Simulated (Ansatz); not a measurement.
# Phonons of Re-W-Re stack of (100) layers, part 3 of 3

The plan: relax Re-W-Re stack of (100) layers, check its phonons, and, if the lattice is stable, compute its Eliashberg function and ρ(T).

Ansatz 0.2.0; DFT PBE, scalar-relativistic, plane waves, PAW.

So far, highest frequency, solved or plainly interpolated (cm⁻¹): step 5 (phonons: q 2×2×1, k 6×6×1) 233. Also lowest on path (cm⁻¹): step 5 -139.

### Step 6. Phonons: q 3×3×1, k 9×9×1

An imaginary mode on so few k-points may come from the sampling, so the phonons are repeated with another q and k mesh.

input.yaml

```yaml
crystal:
  lattice:
    - [2.6917728709, 0.0, 0.0]
    - [0.0, 2.6917728709, 0.0]
    - [0.0, 0.0, 31.762700784]
  atoms:
    - { symbol: Re, position: [0.0, 0.0, 0.172992646] }
    - { symbol: W, position: [0.5, 0.5, 0.2358324329] }
    - { symbol: Re, position: [0.0, 0.0, 0.2986722198] }
  periodic: [true, true, false]
kpoints:
  mp_grid: { grid: [9, 9, 1] }
hamiltonian:
  xc: pbe
scf:
  occupations: { method: methfessel_paxton, width: 0.2 }
output:
  eigenvalues: true
phonons:
  method: dfpt
  qmesh: [3, 3, 1]
  temperatures: { t_max: 1000, t_step: 50 }
  qpath:
    path: [[0.0, 0.0, 0.0], [0.0, 0.5, 0.0], [0.5, 0.5, 0.0], [0.0, 0.0, 0.0]]
    npoints: 10
```

Launch:

```sh
$ ansatz run input.yaml --threads 8 --pin off --max-ram 16384MiB --backend cpu --events-out ev --progress --plain --runs-dir out
```

Numbers of over 12 decimals in the logs are rounded to 6 here.

What it wrote:

```text
[...]
Crystal: 3 atoms, lattice volume = 230.141 Å³
Basis set: ecut = 420 eV, 4567 PW (Γ), exchange–correlation on 36×36×432 points (8 copies of the dense FFT grid, shifted against one another)
Bands: 27, of which v1, the nominal top of the filled ones, is band 22 counted from 1 (21 counted from 0)
Symmetry: 16 space group operations
k-points: 15 of 81 (irreducible under 8 space group operations)
[...]
SCF iter   1: F=—  HF=-32117.178355 eV  |F-HF|=—  |Δ(HF+E_count)|=         —  Δρ=7.01e-3  dr2=5.34e-1  ethr=1.77e-3  ⟨swp⟩=11.0  Hψ=2895  notcnv=0
[...]
SCF iter  11: F=-32117.133556 eV  HF=-32117.133556 eV  |F-HF|=1.86e-10  |Δ(HF+E_count)|=   4.42e-9  S|Δr|=    0.00e0  Δρ=5.25e-8  dr2=7.75e-12  ethr=1.00e-12  ⟨swp⟩=19.3  Hψ=3762  notcnv=0
SCF 1 converged in 11 iterations: F = -32117.133556 eV  dr2 = 7.75e-12
[...]
WARN: eigensolver did not converge (k=4): 1 band(s) unlocked after 2 eigensolves, warm-restarted (20 sweeps on the last) at ethr=1.63e-12 eV (storage-precision floor; scheduled 1.00e-12 eV) (lowest unlocked band 26, counted from 0; max residual 4.45e-3 eV among the unlocked bands, 4.45e-3 eV over every band; other slots of this pass that fall short are told together in one closing line; warning suppressed until the next SCF loop or pass starts)
WARN: eigensolver did not converge in 3 slots of this pass, the one above among them; of largest residual over every band (k=4): 1 band(s) unlocked (lowest unlocked band 26, counted from 0; max residual 4.45e-3 eV among the unlocked bands, 4.45e-3 eV over every band); of lowest unlocked band (k=4): band 26
[...]
SCF converged after 11 iterations
[...]
Free energy (F): -32117.133556 eV
[...]
Internal energy: -32117.135271 eV  (E = F + TS)
E sigma→0 (E₀):  -32117.133985 eV
Entropy (-TS):   0.001715 eV (0.572 meV/atom)
Fermi energy:    -4.500012 eV
Step filling:    the computed levels leave a gap of 0.1257 eV = 0.6 smearing widths at the electron count; against every level under it full and every level over it empty, smearing changes F+E_penalty+E_count by +5.918 meV and its σ→0 estimate by +5.489 meV
[...]
--- Band table (eV; the first three rows and the last of 15) ---
  k-point 0: bands = [... 18 lower, -6.3629, -5.4685, -5.0103, -5.0103, -3.9715, -3.4630, -3.4630, -3.2306, ... 1 higher]
  k-point 1: bands = [... 18 lower, -6.5283, -5.7424, -5.0894, -4.9251, -4.3786, -3.9366, -3.6005, -2.6242, ... 1 higher]
  k-point 2: bands = [... 18 lower, -6.7594, -5.9238, -5.8413, -4.7878, -4.1702, -4.0474, -4.0364, -3.0595, ... 1 higher]
  k-point 14: bands = [... 18 lower, -7.0220, -4.4403, -3.0852, -3.0216, -2.1475, -1.4496, -1.0891, -0.3256, ... 1 higher]
[...]
ASR residual: 2.979e-4 → 0.000e0 eV/Å²; symmetrization residual: 1.714e-4 eV/Å²
[...]
ASR residual per site (eV/Å²): 3.21e-5 2.98e-4 7.63e-5
  Γ frequencies (cm⁻¹): 0.00 0.00 0.00 63.11 63.11 90.58 90.58 123.08 151.65
--- Phonons (arbitrary-q DFPT): 3 irreducible q on the 3×3×1 mesh ---
[...]
interpolated dispersion: 31 rows × 9 modes
[...]
```

The job ended after 88 s (8 threads of Arm Neoverse V2, shared host; peak memory 1.6 GiB).

This step gave:

```
share of imaginary modes in the plain interpolation between solved wavevectors : 0.1844
highest frequency, solved or plainly interpolated                              : 228.5 cm⁻¹
```

Solved on the 3×3×1 mesh alone; all other wavevectors are interpolated. Phonon branches along the path, in cm⁻¹:

| point | branch 1 | branch 2 | branch 3 | branch 4 | branch 5 | branch 6 | branch 7 | branch 8 | branch 9 |
| --- | --- | --- | --- | --- | --- | --- | --- | --- | --- |
| Γ | 0 | 0 | 0 | 63 | 63 | 91 | 91 | 123 | 152 |
| halfway | -51 | -24 | -10 | 47 | 63 | 68 | 137 | 159 | 173 |
| X | -72 | -69 | -65 | 37 | 100 | 111 | 139 | 140 | 228 |
| halfway | -42 | 45 | 50 | 104 | 105 | 112 | 128 | 132 | 205 |
| M | 48 | 48 | 85 | 105 | 105 | 110 | 161 | 161 | 166 |
| halfway | -27 | 6 | 58 | 63 | 65 | 107 | 154 | 159 | 162 |
| Γ | 0 | 0 | 0 | 63 | 63 | 91 | 91 | 123 | 152 |

The phonon branches as a text plot (rows in cm⁻¹):

```
    222 |            **********
    210 |           *          ***
    197 |         **              **
    185 |                           ***
    172 |       **                     *************
    160 |  **********                  ******     ************
    147 |**    *     ****             *    **   ****   **     ***
    135 |  ***************************       ***         *****
    122 |**  **               ********                        ***
    110 |  **          **********************   **  *****  ***
     97 | *          *******      **  ***  *****  **     *******
     85 |****       *          **   ** ****     ****          ***
     72 |    ** ****              *****    *****  **
     60 |*********                  ***    *****    *************
     47 |    ** **            *  ***   ******          ****
     35 |  **  *     ************     *      *****       *****
     22 | *       ***               **          **     **  *****
     10 |                      **                 *****       **
     -3 |*                                                      *
    -15 | ***  ***                                            **
    -28 |  **** **                **                **********
    -40 |      *  ***       ***  *
    -53 |       *******   **   **
    -65 |           ***********
         Γ               X               M                      Γ
```

Lowest modes at the softest wavevector of the mesh. The modes at q = (-0.333, 0.000, 0.000) (shares of kinetic energy by element, %) (negative means imaginary):

| mode | frequency (cm⁻¹) | Re % | W % |
| --- | --- | --- | --- |
| 1 | -62.6 | 68 | 32 |
| 2 | -53.3 | 100 | 0 |
| 3 | -27.9 | 32 | 68 |
| 4 | 24.4 | 40 | 60 |
| 5 | 79.7 | 99 | 1 |
| 6 | 80.0 | 100 | 0 |

Displacements in mode 1 (-62.6 cm⁻¹), the largest set to 1, in the home cell (x, y, z of the real part, then of the imaginary part):
```
Re1  0.00  0.97  0.00  0.00  0.24  0.00
W2   0.00  0.67  0.00  0.00 -0.70  0.00
Re3  0.00  0.97  0.00  0.00  0.24  0.00
```

Displacements in mode 2 (-53.3 cm⁻¹), the largest set to 1, in the home cell:
```
Re1  0.00  1.00  0.00
W2   0.00  0.00  0.00
Re3  0.00 -1.00  0.00
```

The modes has structure finer than the step of the table below, so its rows give means over 10 cm⁻¹, whole bins alone (the curve runs from -81.1 to 245 cm⁻¹). Peaks (cm⁻¹: height): Re 35.7: 0.0350, 46.0: 0.0354, 64.4: 0.0433, 80.8: 0.0431, 93.1: 0.0423, 103.4: 0.0527, 136.2: 0.0635; W -21.7: 0.0174, 35.7: 0.0213, 68.5: 0.0104, 103.4: 0.0116, 119.8: 0.0119, 158.7: 0.0394, 185.4: 0.0139.

Phonopy on the run's constants, 21x21x1 mesh, Gaussian sigma 2.3 cm⁻¹. The modes by wavenumber; means over each step; values in 1/cm⁻¹/cell:

| wavenumber (cm⁻¹) | Re | W |
| --- | --- | --- |
| -70 | 0.0127 | 0.00129 |
| -60 | 0.0212 | 0.00497 |
| -50 | 0.0192 | 0.00375 |
| -40 | 0.0180 | 0.00500 |
| -30 | 0.0194 | 0.00832 |
| -20 | 0.0206 | 0.0127 |
| -10 | 0.0130 | 0.00447 |
| 0 | 0.00311 | 0.00132 |
| 10 | 0.00964 | 0.00270 |
| 20 | 0.0138 | 0.00682 |
| 30 | 0.0205 | 0.0139 |
| 40 | 0.0290 | 0.0176 |
| 50 | 0.0301 | 0.00930 |
| 60 | 0.0343 | 0.00658 |
| 70 | 0.0330 | 0.0100 |
| 80 | 0.0316 | 0.00794 |
| 90 | 0.0332 | 0.0102 |
| 100 | 0.0420 | 0.0105 |
| 110 | 0.0419 | 0.00738 |
| 120 | 0.0127 | 0.00818 |
| 130 | 0.0362 | 0.0109 |
| 140 | 0.0476 | 0.0170 |
| 150 | 0.0226 | 0.0217 |
| 160 | 0.0230 | 0.0299 |
| 170 | 0.00298 | 0.0102 |
| 180 | 0.00401 | 0.0114 |
| 190 | 0.00225 | 0.0111 |
| 200 | 0.00136 | 0.0116 |
| 210 | 7.2e-4 | 0.0102 |
| 220 | 3.8e-4 | 0.00959 |
| 230 | 8.6e-5 | 0.00340 |

No LO-TO term; unit eigenvectors of the mass-weighted matrix. The modes at Γ (shares of kinetic energy by element, %):

| mode | frequency (cm⁻¹) | symmetry | Re % | W % |
| --- | --- | --- | --- | --- |
| 1 | 0.0 | unnamed | 67 | 33 |
| 2 | 0.0 | unnamed | 67 | 33 |
| 3 | 0.0 | unnamed | 67 | 33 |
| 4 | 63.1 | Eg | 100 | 0 |
| 5 | 63.1 | Eg | 100 | 0 |
| 6 | 90.6 | Eu | 33 | 67 |
| 7 | 90.6 | Eu | 33 | 67 |
| 8 | 123.1 | A1g | 100 | 0 |
| 9 | 151.7 | A2u | 33 | 67 |

Displacements in mode 5 (63.1 cm⁻¹), the largest set to 1:
```
Re1 -1.00  0.44  0.00
W2   0.00  0.00  0.00
Re3  1.00 -0.44  0.00
```

Displacements in mode 9 (151.7 cm⁻¹), the largest set to 1:
```
Re1  0.00  0.00 -0.49
W2   0.00  0.00  1.00
Re3  0.00  0.00 -0.49
```

Among the solved wavevectors the lowest mode, translations apart, is -62.6 cm⁻¹, imaginary.

### Step 7. Outcome

| Property | Result |
| --- | --- |
| phonon run of the rows without a label of their own | PBE, q 3×3×1, k 9×9×1 |
| softest mode on the q mesh | -62.6 cm⁻¹ at q = (-0.333, 0, 0) |
| highest frequency, solved or plainly interpolated | 228 cm⁻¹ |

**Reading.** The lattice is dynamically unstable at this level: a mode at q = (-0.333, 0, 0) is imaginary, 62.6i cm⁻¹, so no harmonic coupling constant or resistivity is defined for this structure. These meshes are coarse, and single modes of a metal can move by tens of cm⁻¹ with the k mesh. The coarser mesh found an imaginary mode at another wavevector, which this mesh lacks. Spin–orbit coupling, left out here, matters for Re and W. The structure was built by hand as an ordered model, and its stability against other phases was not tested.

[Logs are printed without paths, hosts, clocks, repeated set-up lines and the standing remarks that a program may print on its own settings, such as how far it seeks lower states.]

[Hosts, paths, dates, database ids (printed as entryN), source tags and the programs' standing remarks are cut or masked in the printed files.]
